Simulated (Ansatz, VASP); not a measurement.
**MgO (Periclase) in VASP and in Ansatz**

```
Mg O
1.0
     0.00000    2.10850    2.10850
     2.10850    0.00000    2.10850
     2.10850    2.10850    0.00000
Mg O
1 1
Cartesian
  0.0000 0.0000 0.0000
  2.1085 2.1085 2.1085
```

Alike in both runs: task single point; functional PBEsol; k mesh 12 × 12 × 12; no spin polarisation.

|  | VASP | Ansatz |
| --- | --- | --- |
| version | VASP 6.6.1 | Ansatz 0.2.0 |
| potentials or method | VASP PAW PBE potentials, release 64 (Mg, O) | plane waves, PAW |
| plane-wave cutoff (eV) | 520 | 420 |
| occupations | gaussian, width 0.01 eV | fixed |
| valence electrons in the cell | 8 | 16 |

```tsv
	VASP	Ansatz	Ansatz less VASP
pressure (GPa)	-0.8	-0.3	+0.50
```

The two sets of potentials don't hold the same shells in valence.

Caveats: the PAW data sets were made with another functional, which shifts forces and pressure a little (VASP). A k mesh can miss the band edges.
